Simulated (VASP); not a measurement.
# LiH (P-3m1) in VASP: reference runs

Aim: a first look at LiH with PBE, on the cell as given and on a disturbed one.

All numbers are computed with VASP 6.6.1; they aren't measurements. Logs are shortened: lines on timing, memory, paths and dates and some standing lists are left out, and cuts for length are marked.

### 1 Starting point

Symmetry: P-3m1, No. 164, trigonal system. The conventional cell has a = 2.813 Å, b = 2.813 Å, c = 11.842 Å, α = 90.00°, β = 90.00°, γ = 120.00°. Around Li (site symmetry 3m) lie 6 H at 1.99 to 2.04 Å. Around Li (site symmetry -3m) lie 6 H at 2.03 Å. Li (site symmetry 3m) is surrounded by 6 H at 1.99 Å. H (site symmetry 3m) has 6 Li at 1.99 Å as nearest neighbours. H (site symmetry 3m) has 6 Li at 2.03 to 2.04 Å as nearest neighbours. Around H (site symmetry -3m) lie 6 Li at 1.99 Å.

The cell was built by a generator and needn't be a form met in nature.

### 2 Single point, PBE

The input, INCAR:

```
PREC = Accurate
ENCUT = 520
EDIFF = 1E-7
ISMEAR = -1
SIGMA = 0.05
LREAL = F
LASPH = T
NELM = 100
ALGO = Normal
ISIF = 2
LWAVE = F
LCHARG = F
GGA = PE
NBANDS = 21
```

The input, KPOINTS:

```
Automatic mesh
0
Gamma
  11 11 3
```

The input, POSCAR:

```
LiH
1.0
    2.8125500000      0.0000000000      0.0000000000
   -1.4062700000      2.4357400000      0.0000000000
    0.0000000000      0.0000000000     11.8418100000
Li H
5 5
Direct
    0.0000000000      0.0000000000      0.7929800000
    0.0000000000      0.0000000000      0.0000000000
    0.0000000000      0.0000000000      0.2070200000
    0.3333300000      0.6666700000      0.4023000000
    0.6666700000      0.3333300000      0.5977000000
    0.3333300000      0.6666700000      0.6954100000
    0.6666700000      0.3333300000      0.8965800000
    0.3333300000      0.6666700000      0.1034200000
    0.6666700000      0.3333300000      0.3045900000
    0.0000000000      0.0000000000      0.5000000000
```

Potentials or basis: VASP PAW PBE potentials, release 64 (Li_sv, H).

Started as:

```
$ cat potpaw_PBE.64/Li_sv/POTCAR potpaw_PBE.64/H/POTCAR > POTCAR
$ mpirun -np 1 vasp_std > vasp.out
```

OUTCAR:

```text
PREC = Accurate
   ENCUT = 520
   EDIFF = 1E-7
   ISMEAR = -1
   LREAL = F
   LASPH = T
   NELM = 100
   ISIF = 2
   GGA = PE

 ion  position               nearest neighbor table
   1  0.000  0.000  0.793-   2 2.45
   2  0.000  0.000  0.000-   1 2.45   3 2.45
   3  0.000  0.000  0.207-   2 2.45
   4  0.333  0.667  0.402-
   5  0.667  0.333  0.598-
   6  0.333  0.667  0.695-
   7  0.667  0.333  0.897-
   8  0.333  0.667  0.103-
   9  0.667  0.333  0.305-
  10  0.000  0.000  0.500-

  LATTYP: Found a hexagonal cell.
 ALAT       =     2.8125500000
 C/A-ratio  =     4.2103464827

  Lattice vectors:

 A1 = (   2.8125500000,   0.0000000000,   0.0000000000)
 A2 = (  -1.4062700000,   2.4357400000,   0.0000000000)
 A3 = (   0.0000000000,   0.0000000000,  11.8418100000)

Analysis of symmetry for initial positions (statically):
=====================================================================
 Subroutine PRICEL returns:
 Original cell was already a primitive cell.

 Routine SETGRP: Setting up the symmetry group for a
 hexagonal supercell.

 Subroutine GETGRP returns: Found  4 space group operations
 (whereof  4 operations were pure point group operations)
 out of a pool of 24 trial point group operations.

The static configuration has the point symmetry C_2h.

Analysis of symmetry for dynamics (positions and initial velocities):
=====================================================================
 Subroutine PRICEL returns:
 Original cell was already a primitive cell.

 Routine SETGRP: Setting up the symmetry group for a
 hexagonal supercell.

 Subroutine GETGRP returns: Found  4 space group operations
 (whereof  4 operations were pure point group operations)
 out of a pool of 24 trial point group operations.

The dynamic configuration has the point symmetry C_2h.

 Subroutine INISYM returns: Found  4 space group operations
 (whereof  4 operations are pure point group operations),
 and found     1 'primitive' translations

----------------------------------------------------------------------------------------

                                     Primitive cell
[... 110 lines left out ...]
   NSW    =      0    number of steps for IOM
   IBRION =     -1    ionic relax: 0-MD 1-quasi-New 2-CG
   NFREE  =      0    steps in history (QN), initial steepest desc. (CG)
   ISIF   =      2    stress and relaxation
   ISYM   =      2    0-nonsym 1-usesym 2-fastsym
   POTIM  = 0.5000    time-step for ionic-motion
   TEBEG  =    0.0;   TEEND  =   0.0 temperature during run
   PSTRESS=    0.0 pullay stress
   NELECT =      20.0000    total number of electrons
   NUPDOWN=      -1.0000    fix difference up-down
   EMIN   =  10.00;   EMAX   =-10.00  energy-range for DOS
   EFERMI =   0.00;   METHOD = LEGACY
   ISMEAR =    -1;   SIGMA  =   0.05  broadening in eV -4-tet -1-fermi 0-gaus
   EFERMI_NEDOS =   21; number of points for ismear=-14 and -15
   IALGO  =     38    algorithm
   IMIX   =      4    mixing-type and parameters
     AMIX     =   0.40;   BMIX     =  1.00
     AMIX_MAG =   1.60;   BMIX_MAG =  1.00
  volume/ion in A,a.u.               =       8.11        54.75
  Fermi-wavevector in a.u.,A,eV,Ry     =   1.026522  1.939846 14.337114  1.053748
  Thomas-Fermi vector in A             =   2.160420
   LORBIT       =      0    0 simple, 1 ext, 2 COOP (PROOUT), +10 PAW based schemes
   GGA     = PE    functional components
   LHFCALC =     F    Hartree Fock is set to
   AEXX    =    0.0000 exact exchange contribution
   IVDW    =     0    specifies the selected vdW correction
   LEPSILON=     F    determine dielectric tensor
   LRPA    =     F    only Hartree local field effects (RPA)
 non-spin polarized calculation
  energy-cutoff  :      520.00
  volume of cell :       81.12
 maximum number of plane-waves:      2203
 NGX is ok and might be reduce to    24
   NGX = 11   NGY = 11   NGZ = 45

 number of electron      20.0000002 magnetization

 Free energy of the ion-electron system (eV)
  ---------------------------------------------------
  ext. energy  EPLUGINS =         0.00000000
  ---------------------------------------------------
  free energy    TOTEN  =       -30.41988970 eV

  energy without entropy =      -30.41988970  energy(sigma->0) =      -30.41988970

 E-fermi :   1.0173     XC(G=0):  -8.4834

 val. band max:       -0.0172152752   @ k =   0.4545   0.4545   0.0000
 cond. band min:       3.5709712686   @ k =  -0.4545   0.4545   0.0000
 fundamental gap:      3.5881865437
 Fermi energy:         1.0173260593

 k-point     1 :       0.0000    0.0000    0.0000
  band No.  band energies     occupation
      1     -44.3517      2.00000
      2     -44.2962      2.00000
      3     -44.2889      2.00000
      4     -44.2523      2.00000
      5     -44.2300      2.00000
      6      -5.3701      2.00000
[... 565 lines left out ...]
     20      10.7182      0.00000
     21      11.7549      0.00000

 [... further k-points ...]

------------------------ aborting loop because EDIFF is reached ----------------------------------------

  FORCE on cell =-STRESS in cart. coord.  units (eV):
  Direction    XX          YY          ZZ          XY          YZ          ZX
  --------------------------------------------------------------------------------------
  -------------------------------------------------------------------------------------
  Total       -0.1390331     -0.1391698     -0.1274162     -0.0001186     -0.0000117      0.0000203
  in kB       -2.7458680     -2.7485665     -2.5164357     -0.0023421     -0.0002310      0.0004003
  external PRESSURE =      -2.6702900 kB  Pullay stress =       0.0000000 kB

 VOLUME and BASIS-vectors are now :
 -----------------------------------------------------------------------------
  energy-cutoff  :      520.00
  volume of cell :       81.12
      direct lattice vectors                 reciprocal lattice vectors
     2.812550000  0.000000000  0.000000000     0.355549235  0.205275695  0.000000000
    -1.406270000  2.435740000  0.000000000     0.000000000  0.410552850  0.000000000
     0.000000000  0.000000000 11.841810000     0.000000000  0.000000000  0.084446550

 POSITION                                       TOTAL-FORCE (eV/Angst)
 -----------------------------------------------------------------------------------
      0.00000      0.00000      9.39032         0.000001     -0.000000     -0.002969
      0.00000      0.00000      0.00000         0.000000      0.000000      0.000000
      0.00000      0.00000      2.45149        -0.000001      0.000000      0.002969
     -0.00001      1.62383      4.76396         0.000035     -0.000020      0.000992
      1.40629      0.81191      7.07785        -0.000035      0.000020     -0.000992
     -0.00001      1.62383      8.23491         0.000038     -0.000022      0.001349
      1.40629      0.81191     10.61713        -0.000020      0.000012     -0.000184
     -0.00001      1.62383      1.22468         0.000020     -0.000012      0.000184
      1.40629      0.81191      3.60690        -0.000038      0.000022     -0.001349
      0.00000      0.00000      5.92091         0.000000      0.000000      0.000000
 -----------------------------------------------------------------------------------
    total drift:                                0.000000      0.000000      0.000000

  FREE ENERGIE OF THE ION-ELECTRON SYSTEM (eV)
  ---------------------------------------------------
  free  energy   TOTEN  =       -30.4198897013 eV

  energy  without entropy=      -30.4198897012  energy(sigma->0) =      -30.41988970
```

stdout:

```text
POSCAR found type information on POSCAR LiH
 POSCAR found :  2 types and      10 ions
 scaLAPACK will be used
 LDA part: xc-table for (Slater+PW92), standard interpolation
 POSCAR, INCAR and KPOINTS ok, starting setup
 FFT: planning ... GRIDC
 FFT: planning ... GRID_SOFT
 FFT: planning ... GRID
 WAVECAR not read
 entering main loop
```

It took 77 s on 1 thread of Intel Xeon 6975P-C (Granite Rapids), shared host; peak memory 0.28 GiB.

Results:

```yaml
Free_energy: -30.4199 eV
Band_gap_on_the_k_mesh: 3.59 eV, indirect (least direct gap 3.65 eV)
```

Forces on the atoms (eV/Å):
```
Li   0.000  0.000 -0.003
Li   0.000  0.000  0.000
Li   0.000  0.000  0.003
Li   0.000  0.000  0.001
Li   0.000  0.000 -0.001
H    0.000  0.000  0.001
H    0.000  0.000  0.000
H    0.000  0.000  0.000
H    0.000  0.000 -0.001
H    0.000  0.000  0.000
```

Levels at points of the mesh, in eV from the valence-band top:
```
           k point  band 8  band 9  band 10  band 11  band 12  band 13
(0.00, 0.00, 0.00)   -4.61   -3.15    -3.13     5.54     5.72    10.74
```

Caveat: the cutoff is under 1.25 times the usual one of these potentials, so pressure, stress and relaxed cells hold a basis-set (Pulay) error; an odd mesh through Γ misses points on the zone boundary, where band edges often lie.

### 3 Single point, PBE (atoms moved at random, drawn with an rms of 0.05 Å)

The input, INCAR:

```
SYSTEM = LiH
PREC     = Accurate       ! precision mode
ENCUT    = 520            ! plane-wave cutoff, eV
EDIFF    = 1E-7           ! SCF threshold, eV
ISMEAR   = -1             ! smearing method
SIGMA    = 0.05           ! smearing width, eV
LREAL    = .False.        ! projectors in reciprocal space
LASPH    = .True.         ! aspherical terms in the spheres
NELM     = 100            ! most SCF steps
ALGO     = Normal         ! electronic algorithm
ISIF     = 2              ! what is computed and relaxed
LWAVE    = .False.        ! write WAVECAR
LCHARG   = .True.         ! write CHGCAR
GGA      = PE             ! functional
LELF     = .True.         ! ELF
LVHAR    = .True.       
NBANDS   = 21             ! bands
```

The input, KPOINTS:

```
Automatic mesh
0
Gamma
  11 11 3
  0 0 0
```

The input, POSCAR:

```
LiH
1.0
    2.8125500000      0.0000000000      0.0000000000
   -1.4062700000      2.4357400000      0.0000000000
    0.0000000000      0.0000000000     11.8418100000
Li H
5 5
Direct
    0.0099800000      0.0209420000      0.7913940000
   -0.0185440000     -0.0055130000      0.0017370000
   -0.0203360000     -0.0123920000      0.2039650000
    0.3206530000      0.6769540000      0.4049990000
    0.6619070000      0.3327680000      0.5976030000
    0.3406320000      0.6616740000      0.6972260000
    0.6599250000      0.3238360000      0.8944020000
    0.3470240000      0.6601710000      0.1043250000
    0.6839060000      0.3349300000      0.3068530000
   -0.0041560000      0.0085150000      0.5002560000
```

Potentials or basis: VASP PAW PBE potentials, release 64 (Li_sv, H).

Started as:

```
$ cat potpaw_PBE.64/Li_sv/POTCAR potpaw_PBE.64/H/POTCAR > POTCAR
$ mpirun -np 1 vasp_std > vasp.out
```

Run time: 2.3 min. Hardware: 1 thread of Intel Xeon 6975P-C (Granite Rapids), shared host; peak memory 0.36 GiB.

Results (log left out):

| Property | Result |
| --- | --- |
| Free energy | -30.3880 eV |
| Largest force | 0.334 eV/Å |
| Band gap on the k mesh | 3.55 eV, indirect (least direct gap 3.66 eV) |

Forces in eV/Å, atoms in the order of the input:
```
Li   0.021 -0.083  0.110
Li   0.061 -0.007 -0.255
Li   0.094  0.032  0.319
Li   0.078 -0.019 -0.156
Li   0.008  0.022  0.044
H   -0.059  0.064 -0.114
H    0.000  0.042  0.130
H   -0.113 -0.018 -0.052
H   -0.114 -0.008 -0.099
H    0.024 -0.025  0.073
```

Levels at points of the mesh, in eV from the valence-band top:
```tsv
k point	band 8	band 9	band 10	band 11	band 12	band 13
(0.00, 0.00, 0.00)	-4.65	-3.21	-3.12	5.46	5.72	10.58
```

Caveat: the cutoff is under 1.25 times the usual one of these potentials, so pressure, stress and relaxed cells hold a basis-set (Pulay) error; an odd mesh through Γ misses points on the zone boundary, where band edges often lie.
